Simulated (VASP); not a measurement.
# PbSe (Clausthalite) (Fm-3m) in VASP: a series of runs, part 2 of 3

VASP 6.6.1. The steps go on from the part before.

## (3) Born charges and dielectric tensor, LDA

File INCAR:

```
ALGO     = Normal         # electronic algorithm
EDIFF    = 1E-8           # SCF threshold, eV
ENCUT    = 520            # plane-wave cutoff, eV
GGA      = CA             # functional
IBRION   = 8              # ionic algorithm
ISIF     = 2              # what is computed and relaxed
ISMEAR   = -1             # smearing method
LASPH    = True           # aspherical terms in the spheres
LCHARG   = False          # write CHGCAR
LEPSILON = True           # dielectric tensor by DFPT
LREAL    = False          # projectors in reciprocal space
LWAVE    = False          # write WAVECAR
NELM     = 60             # most SCF steps
PREC     = Accurate       # precision mode
SIGMA    = 0.05           # smearing width, eV
```

File KPOINTS:

```
k-points
0
Gamma
  8 8 8
```

File POSCAR:

```
PbSe
1.0
    0.0000000000      3.0606500000      3.0606500000
    3.0606500000      0.0000000000      3.0606500000
    3.0606500000      3.0606500000      0.0000000000
Pb Se
1 1
Direct
    0.0000000000      0.0000000000      0.0000000000
    0.5000000000      0.5000000000      0.5000000000
```

Potentials or basis: VASP PAW LDA potentials, release 64 (Pb_d, Se).

On the command line:

```
cat potpaw_LDA.64/Pb_d/POTCAR potpaw_LDA.64/Se/POTCAR > POTCAR
mpirun -np 1 vasp_std > vasp.out
```

OUTCAR:

```text
EDIFF = 1E-8
   ENCUT = 520
   GGA = CA
   IBRION = 8
   ISIF = 2
   ISMEAR = -1
   LASPH = True
   LEPSILON = True
   LREAL = False
   NELM = 60
   PREC = Accurate

 ion  position               nearest neighbor table
   1  0.000  0.000  0.000-   2 3.06   2 3.06   2 3.06   2 3.06   2 3.06   2 3.06
   2  0.500  0.500  0.500-   1 3.06   1 3.06   1 3.06   1 3.06   1 3.06   1 3.06

  LATTYP: Found a face centered cubic cell.
 ALAT       =     6.1213000000

  Lattice vectors:

 A1 = (   0.0000000000,   3.0606500000,   3.0606500000)
 A2 = (   3.0606500000,   0.0000000000,   3.0606500000)
 A3 = (   3.0606500000,   3.0606500000,   0.0000000000)

Analysis of symmetry for initial positions (statically):
=====================================================================
 Subroutine PRICEL returns:
 Original cell was already a primitive cell.

 Routine SETGRP: Setting up the symmetry group for a
 face centered cubic supercell.

 Subroutine GETGRP returns: Found 48 space group operations
 (whereof 48 operations were pure point group operations)
 out of a pool of 48 trial point group operations.

The static configuration has the point symmetry O_h .

Analysis of symmetry for dynamics (positions and initial velocities):
=====================================================================
 Subroutine PRICEL returns:
 Original cell was already a primitive cell.

 Routine SETGRP: Setting up the symmetry group for a
 face centered cubic supercell.

 Subroutine GETGRP returns: Found 48 space group operations
 (whereof 48 operations were pure point group operations)
 out of a pool of 48 trial point group operations.

The dynamic configuration has the point symmetry O_h .

 Subroutine INISYM returns: Found 48 space group operations
 (whereof 48 operations are pure point group operations),
 and found     1 'primitive' translations

----------------------------------------------------------------------------------------

                                     Primitive cell

  volume of cell :      57.3418

  direct lattice vectors                    reciprocal lattice vectors
     0.000000000  3.060650000  3.060650000    -0.163363991  0.163363991  0.163363991
     3.060650000  0.000000000  3.060650000     0.163363991 -0.163363991  0.163363991
     3.060650000  3.060650000  0.000000000     0.163363991  0.163363991 -0.163363991

  length of vectors
     4.328412740  4.328412740  4.328412740     0.282954733  0.282954733  0.282954733

  position of ions in fractional coordinates (direct lattice)
     0.000000000  0.000000000  0.000000000
     0.500000000  0.500000000  0.500000000

  ion indices of the primitive-cell ions
   primitive index   ion index
                 1           1
[... 594 lines left out ...]
     0.00147  0.00000  0.00000
     0.00000  0.00147  0.00000
     0.00000 -0.00000 -0.00129

--------------------------------------- Ionic step        4  -------------------------------------------

------------------------ aborting loop because EDIFF is reached ----------------------------------------

[... ionic steps 5 to 6 ...]

--------------------------------------- Ionic step        7  -------------------------------------------

 Free energy of the ion-electron system (eV)
  ---------------------------------------------------
  ---------------------------------------------------
  free energy    TOTEN  =        -0.08525191 eV

  energy without entropy =       -0.08525191

------------------------ aborting loop because EDIFF is reached ----------------------------------------

 INTERNAL STRAIN TENSOR  FOR ION    2  DIRECTION 1   (eV/Angst):
 -----------------------------------------------------------------------------
    -0.01030 -0.00000 -0.00000
     0.00000  0.00859  0.00000
     0.00000  0.00000  0.00859

 MACROSCOPIC STATIC DIELECTRIC TENSOR (including local field effects in DFT)
 ------------------------------------------------------
          65.819263    -0.000000     0.000000
           0.000000    65.819263    -0.000000
           0.000000     0.000000    65.819263
 ------------------------------------------------------

 PIEZOELECTRIC TENSOR (including local field effects)  for field in x, y, z        (e  Angst)
          XX          YY          ZZ          XY          YZ          ZX
  --------------------------------------------------------------------------------
  x     0.00000     0.00000     0.00000     0.00000     0.00000     0.00000
  y     0.00000     0.00000     0.00000     0.00000     0.00000     0.00000
  z     0.00000     0.00000     0.00000     0.00000     0.00000     0.00000

 PIEZOELECTRIC TENSOR (including local field effects)  for field in x, y, z        (C/m^2)
          XX          YY          ZZ          XY          YZ          ZX
  --------------------------------------------------------------------------------
  x     0.00000     0.00000     0.00000     0.00000     0.00000     0.00000
  y     0.00000     0.00000     0.00000     0.00000     0.00000     0.00000
  z     0.00000     0.00000     0.00000     0.00000     0.00000     0.00000

 BORN EFFECTIVE CHARGES (including local field effects) (in |e|, cummulative output)
 ---------------------------------------------------------------------------------
 ion    1
    1     3.07547     0.00000     0.00000
    2     0.00000     3.07547     0.00000
    3     0.00000     0.00000     3.07547
 ion    2
    1    -3.07547     0.00000     0.00000
    2     0.00000    -3.07547     0.00000
    3     0.00000     0.00000    -3.07547

 INTERNAL STRAIN TENSOR FOR ION    2 for displacements in x,y,z  (eV/Angst):
          X           Y           Z          XY          YZ          ZX
  --------------------------------------------------------------------------------
  x     0.00000     0.00000     0.00000     0.00000     0.00000     0.00000
  y     0.00000     0.00000     0.00000     0.00000     0.00000     0.00000
  z     0.00000     0.00000     0.00000     0.00000     0.00000     0.00000

 SECOND DERIVATIVES (NOT SYMMETRIZED)
 ------------------------------------
               1X          1Y          1Z          2X          2Y          2Z
  1X    -0.115135    0.000000    0.000000    0.115135    0.000000    0.000000
  1Y     0.000000   -0.115135    0.000000    0.000000    0.115135    0.000000
  1Z     0.000000    0.000000   -0.115135    0.000000    0.000000    0.115135
  2X     0.109028    0.000000    0.000000   -0.109028    0.000000    0.000000
  2Y     0.000000    0.109028    0.000000    0.000000   -0.109028    0.000000
  2Z     0.000000    0.000000    0.109028    0.000000    0.000000   -0.109028

 Eigenvectors and eigenvalues of the dynamical matrix
 ----------------------------------------------------

   1 f  =    0.688002 THz     4.322842 2PiTHz   22.949264 cm-1     2.845345 meV
             X         Y         Z           dx          dy          dz
      0.000000  0.000000  0.000000     0.000000    0.535738    0.000000
      3.060650  3.060650  3.060650     0.000000   -0.844384    0.000000
[... 21 lines left out ...]
   6 f/i=    0.008480 THz     0.053284 2PiTHz    0.282874 cm-1     0.035072 meV
             X         Y         Z           dx          dy          dz
      0.000000  0.000000  0.000000     0.000000    0.000000    0.844384
      3.060650  3.060650  3.060650     0.000000    0.000000    0.535738

--------------------------------------------------------------------------------------------------------

 MACROSCOPIC STATIC DIELECTRIC TENSOR IONIC CONTRIBUTION
 ------------------------------------------------------
         266.208480     0.000000     0.000000
           0.000000   266.208480     0.000000
           0.000000     0.000000   266.208480
 ------------------------------------------------------

 ELASTIC MODULI CONTR FROM IONIC RELAXATION (kBar)
 Direction    XX          YY          ZZ          XY          YZ          ZX
 --------------------------------------------------------------------------------
 XX           0.0000      0.0000      0.0000      0.0000      0.0000      0.0000
 YY           0.0000      0.0000      0.0000      0.0000      0.0000      0.0000
 ZZ           0.0000      0.0000      0.0000      0.0000      0.0000      0.0000
 XY           0.0000      0.0000      0.0000      0.0000      0.0000      0.0000
 YZ           0.0000      0.0000      0.0000      0.0000      0.0000      0.0000
 ZX           0.0000      0.0000      0.0000      0.0000      0.0000      0.0000
 --------------------------------------------------------------------------------

 PIEZOELECTRIC TENSOR IONIC CONTR  for field in x, y, z        (C/m^2)
          XX          YY          ZZ          XY          YZ          ZX
  --------------------------------------------------------------------------------
  x     0.00000     0.00000     0.00000     0.00000     0.00000     0.00000
  y     0.00000     0.00000     0.00000     0.00000     0.00000     0.00000
  z     0.00000     0.00000     0.00000     0.00000     0.00000     0.00000
```

It took 3.8 min on 1 thread of Intel Xeon Platinum 8488C (Sapphire Rapids), shared host; peak memory 0.28 GiB.

Results:

```
Band gap on the k mesh                                  : 0.16 eV, direct
Electronic dielectric tensor (diagonal)                 : 65.82
Born charges (mean of the diagonal)                     : Pb +3.08; Se -3.08 e
Highest phonon frequency at Γ, LO-TO splitting left out : 23 cm⁻¹
```

Levels at points of the mesh, in eV from the valence-band top:
```
           k point  band 7  band 8  band 9  band 10  band 11  band 12  band 13  band 14
(0.00, 0.00, 0.00)   -6.38   -1.87   -1.87    -1.87     4.60     4.60     4.60     6.48
(0.50, 0.00, 0.00)   -8.86   -1.45   -1.45     0.00     0.16     1.61     1.61     8.41
(0.50, 0.50, 0.00)   -7.45   -5.02   -3.25    -3.25     3.61     5.51     5.51     5.94
```

Phonon frequencies in cm⁻¹ (negative: imaginary):
| q point | frequencies |
| --- | --- |
| (0.000, 0.000, 0.000) | 0 0 0 23 23 23 |

Electronic dielectric tensor:
```
65.82  0.00  0.00
 0.00 65.82  0.00
 0.00  0.00 65.82
```

Born effective charge tensors (e):
atom 1, Pb
```
3.08 0.00 0.00
0.00 3.08 0.00
0.00 0.00 3.08
```
atom 2, Se
```
-3.08  0.00  0.00
 0.00 -3.08  0.00
 0.00  0.00 -3.08
```

Caveat: the gap is small at this level, which inflates the dielectric constant; spin-orbit coupling is left out, which as a rule narrows the gap of such compounds by several tenths of an eV.

## (4) Phonons, PBE

POSCAR is that of step 3.

File INCAR.step1:

```
PREC     = Accurate       # precision mode
ENCUT    = 600            # plane-wave cutoff, eV
EDIFF    = 1E-8           # SCF threshold, eV
ISMEAR   = -1             # smearing method
SIGMA    = 0.05           # smearing width, eV
LREAL    = F              # projectors in reciprocal space
LASPH    = T              # aspherical terms in the spheres
NELM     = 60             # most SCF steps
ALGO     = Normal         # electronic algorithm
ISIF     = 3              # what is computed and relaxed
LWAVE    = F              # write WAVECAR
LCHARG   = F              # write CHGCAR
GGA      = PE             # functional
IBRION   = 2              # ionic algorithm
NSW      = 40             # ionic steps
EDIFFG   = -0.002         # ionic threshold
```

File INCAR.step2:

```
PREC     = Accurate       # precision mode
ENCUT    = 600            # plane-wave cutoff, eV
EDIFF    = 1E-8           # SCF threshold, eV
ISMEAR   = -1             # smearing method
SIGMA    = 0.05           # smearing width, eV
LREAL    = F              # projectors in reciprocal space
LASPH    = T              # aspherical terms in the spheres
NELM     = 60             # most SCF steps
ALGO     = Normal         # electronic algorithm
ISIF     = 2              # what is computed and relaxed
LWAVE    = F              # write WAVECAR
LCHARG   = F              # write CHGCAR
GGA      = PE             # functional
IBRION   = 8              # ionic algorithm
NSW      = 1              # ionic steps
```

File KPOINTS:

```
regular mesh
0
Gamma
  6 6 6
```

Potentials or basis: VASP PAW PBE potentials, release 64 (Pb_d, Se).

On the command line:

```
cat potpaw_PBE.64/Pb_d/POTCAR potpaw_PBE.64/Se/POTCAR > POTCAR
cp INCAR.step1 INCAR
mpirun -np 1 vasp_std > vasp.out
cp CONTCAR POSCAR
cp INCAR.step2 INCAR
mpirun -np 1 vasp_std > vasp.out
```

OUTCAR:

```text
PREC = Accurate
   ENCUT = 600
   EDIFF = 1E-8
   ISMEAR = -1
   LREAL = F
   LASPH = T
   NELM = 60
   ISIF = 2
   GGA = PE
   IBRION = 8
   NSW = 1

 ion  position               nearest neighbor table
   1  0.000  0.000  0.000-   2 3.11   2 3.11   2 3.11   2 3.11   2 3.11   2 3.11
   2  0.500  0.500  0.500-   1 3.11   1 3.11   1 3.11   1 3.11   1 3.11   1 3.11

  LATTYP: Found a face centered cubic cell.
 ALAT       =     6.2159934157

  Lattice vectors:

 A1 = (   0.0000000000,   3.1079967078,   3.1079967078)
 A2 = (   3.1079967078,   0.0000000000,   3.1079967078)
 A3 = (   3.1079967078,   3.1079967078,   0.0000000000)

Analysis of symmetry for initial positions (statically):
=====================================================================
 Subroutine PRICEL returns:
 Original cell was already a primitive cell.

 Routine SETGRP: Setting up the symmetry group for a
 face centered cubic supercell.

 Subroutine GETGRP returns: Found 48 space group operations
[... 489 lines left out ...]
 INTERNAL STRAIN TENSOR  FOR ION    2  DIRECTION 1   (eV/Angst):
 -----------------------------------------------------------------------------
    -0.00217  0.00000  0.00000
    -0.00000  0.00739  0.00000
    -0.00000  0.00000  0.00739

 INTERNAL STRAIN TENSOR FOR ION    2 for displacements in x,y,z  (eV/Angst):
          X           Y           Z          XY          YZ          ZX
  --------------------------------------------------------------------------------
  x     0.00000     0.00000     0.00000     0.00000     0.00000     0.00000
  y     0.00000     0.00000     0.00000     0.00000     0.00000     0.00000
  z     0.00000     0.00000     0.00000     0.00000     0.00000     0.00000

 SECOND DERIVATIVES (NOT SYMMETRIZED)
 ------------------------------------
               1X          1Y          1Z          2X          2Y          2Z
  1X    -0.021699    0.000000    0.000000    0.021699    0.000000    0.000000
  1Y     0.000000   -0.021699    0.000000    0.000000    0.021699    0.000000
  1Z     0.000000    0.000000   -0.021699    0.000000    0.000000    0.021699
  2X     0.011912    0.000000    0.000000   -0.011912    0.000000    0.000000
  2Y     0.000000    0.011912    0.000000    0.000000   -0.011912    0.000000
  2Z     0.000000    0.000000    0.011912    0.000000    0.000000   -0.011912

 Eigenvectors and eigenvalues of the dynamical matrix
 ----------------------------------------------------

   1 f  =    0.252657 THz     1.587489 2PiTHz    8.427721 cm-1     1.044904 meV
             X         Y         Z           dx          dy          dz
      0.000000  0.000000  0.000000    -0.000000    0.643067   -0.000000
      3.107997  3.107997  3.107997     0.000000   -0.765810   -0.000000
[... 21 lines left out ...]
   6 f/i=    0.037008 THz     0.232526 2PiTHz    1.234444 cm-1     0.153051 meV
             X         Y         Z           dx          dy          dz
      0.000000  0.000000  0.000000    -0.340492   -0.675561    0.118947
      3.107997  3.107997  3.107997    -0.285918   -0.567282    0.099882

--------------------------------------------------------------------------------------------------------

 ELASTIC MODULI CONTR FROM IONIC RELAXATION (kBar)
 Direction    XX          YY          ZZ          XY          YZ          ZX
 --------------------------------------------------------------------------------
 XX           0.0000      0.0000      0.0000      0.0000      0.0000      0.0000
 YY           0.0000      0.0000      0.0000      0.0000      0.0000      0.0000
 ZZ           0.0000      0.0000      0.0000      0.0000      0.0000      0.0000
 XY           0.0000      0.0000      0.0000      0.0000      0.0000      0.0000
 YZ           0.0000      0.0000      0.0000      0.0000      0.0000      0.0000
 ZX           0.0000      0.0000      0.0000      0.0000      0.0000      0.0000
 --------------------------------------------------------------------------------
```

It took 2.3 min on 1 thread of Intel Xeon Platinum 8488C (Sapphire Rapids), shared host; peak memory 0.28 GiB.

What came out:

* Relaxed volume: 30.02 Å³/atom
* Relaxed cell: a = 4.395 Å, b = 4.395 Å, c = 4.395 Å, α = 60.00°, β = 60.00°, γ = 60.00°
* Space group after relaxing (to 0.05 Å): Fm-3m (No. 225)
* Highest phonon frequency at Γ, LO-TO splitting left out: 8 cm⁻¹

The path:
```tsv
step	energy change (eV)	largest force (eV/Å)	pressure (GPa)	volume (Å³)
1	0.0000	0.0000	2.39	57.34
2	-0.0174	0.0000	-0.68	60.96
3	-0.0194	0.0000	0.00	60.04
```

Final structure:
```
Pb Se
1.0
     0.00000    3.10800    3.10800
     3.10800    0.00000    3.10800
     3.10800    3.10800    0.00000
Pb Se
1 1
Cartesian
  0.0000 0.0000 0.0000
  3.1080 3.1080 3.1080
```

Phonon frequencies in cm⁻¹ (negative: imaginary):
```
              q point     frequencies
(0.000, 0.000, 0.000)  -1 -1 -1 8 8 8
```

Spin-orbit coupling is left out, which matters for the levels of Pb.

## (5) Elastic constants, PBE

POSCAR is that of step 4.

File INCAR.step1:

```
SYSTEM = PbSe
ALGO = Normal
EDIFF = 1E-8
EDIFFG = -0.002
ENCUT = 600
GGA = PE
IBRION = 2
ISIF = 3
ISMEAR = -1
LASPH = .TRUE.
LCHARG = .FALSE.
LREAL = .FALSE.
LWAVE = .FALSE.
NELM = 80
NSW = 40
PREC = Accurate
SIGMA = 0.05
```

File INCAR.step2:

```
SYSTEM = PbSe
ALGO = Normal
EDIFF = 1E-8
ENCUT = 600
GGA = PE
IBRION = 6
ISIF = 3
ISMEAR = -1
LASPH = .TRUE.
LCHARG = .FALSE.
LREAL = .FALSE.
LWAVE = .FALSE.
NELM = 80
NFREE = 2
NSW = 1
POTIM = 0.015
PREC = Accurate
SIGMA = 0.05
```

File KPOINTS:

```
k-points
0
G
  6 6 6
  0 0 0
```

On the command line:

```
cat potpaw_PBE.64/Pb_d/POTCAR potpaw_PBE.64/Se/POTCAR > POTCAR
cp INCAR.step1 INCAR
mpirun -np 1 vasp_std > vasp.out
cp CONTCAR POSCAR
cp INCAR.step2 INCAR
mpirun -np 1 vasp_std > vasp.out
```

It took 7 min on 1 thread of Intel Xeon Platinum 8488C (Sapphire Rapids), shared host; peak memory 0.29 GiB.

The run converged. Its results:

| Property | Result |
| --- | --- |
| Relaxed volume | 30.02 Å³/atom |
| Relaxed cell | a = 4.395 Å, b = 4.395 Å, c = 4.395 Å, α = 60.00°, β = 60.00°, γ = 60.00° |
| Space group after relaxing (to 0.05 Å) | Fm-3m (No. 225) |
| Elastic constants C11, C12, C44 | 117, 12, 17 GPa |
| Voigt bulk modulus | 47 GPa |
| Highest phonon frequency at Γ, LO-TO splitting left out | 9 cm⁻¹ |

The path:
```tsv
step	energy change (eV)	largest force (eV/Å)	pressure (GPa)	volume (Å³)
1	0.0000	0.0000	2.39	57.34
2	-0.0174	0.0000	-0.68	60.96
3	-0.0194	0.0000	0.00	60.04
```

Final structure:
```
Pb Se
1.0
     0.00000    3.10800    3.10800
     3.10800    0.00000    3.10800
     3.10800    3.10800    0.00000
Pb Se
1 1
Direct
  0.00000 0.00000 0.00000
  0.50000 0.50000 0.50000
```

Phonon frequencies in cm⁻¹ (negative: imaginary):
| q point | frequencies |
| --- | --- |
| (0.000, 0.000, 0.000) | -1 -1 -1 9 9 9 |

Elastic tensor in Voigt notation (GPa, in the Cartesian axes of the cell as first typed):
```
117  12  12   0   0   0
 12 117  12   0   0   0
 12  12 117   0   0   0
  0   0   0  17   0   0
  0   0   0   0  17   0
  0   0   0   0   0  17
```

Clamped-ion elastic tensor (GPa):
```
117  12  12   0   0   0
 12 117  12   0   0   0
 12  12 117   0   0   0
  0   0   0  17   0   0
  0   0   0   0  17   0
  0   0   0   0   0  17
```

(Continued in part 3 of 3.)
